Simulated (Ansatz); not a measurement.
Crystal: Cu.

```
Cu
1.0
    -1.44279    1.44279    1.37608
     1.44279   -1.44279    1.37608
     1.44279    1.44279   -1.37608
Cu
1
Cartesian
  0.0000 0.0000 0.0000
```

This isn't the form of Cu at room conditions, which is fcc.

- Program: Ansatz 0.2.0
- Task: relaxation of cell and atoms
- Functional: revPBE
- Dispersion: D3(BJ)
- Potentials or basis: Ansatz PAW
- Cutoff: 420 eV (not typed: the program's choice for these potentials)
- k mesh: 13 × 13 × 13
- Occupations: fermi-dirac, width 0.05 eV
- Spin: no spin polarisation

At the start: volume 11.46 Å³/atom.

Q: Where does the relaxation end?

A: It ends after 9 steps and the volume is 11.03 Å³/atom (-3.8 %); space group I4/mmm (No. 139, to 0.05 Å).

Step by step:
```
step  energy change (eV)  largest force (eV/Å)  volume (Å³)
   1              0.0000                0.0000        11.46
   2             -0.0064                0.0000        11.25
   3             -0.0090                0.0000        11.01
   4             -0.0090                0.0000        11.03
   5             -0.0090                0.0000        11.03
   6             -0.0090                0.0000        11.02
   7             -0.0085                0.0000        11.02
   8             -0.0085                0.0000        11.03
   9             -0.0085                0.0000        11.03
```

Final structure:
```yaml
crystal:
  lattice:
    - [-1.41854, 1.41854, 1.37000]
    - [1.41854, -1.41854, 1.37000]
    - [1.41854, 1.41854, -1.37000]
  atoms:
    - { symbol: Cu, position: [0.00000, 0.00000, 0.00000] }
```

Caveat: the plane-wave basis is chosen anew once the cell has moved, so the energies of steps on either side of that aren't comparable; pairwise dispersion overbinds metals, which lowers pressure and volume; the PAW data sets come from PBE, with cores solved anew for the run's functional, which leaves a small shift of forces and pressure.
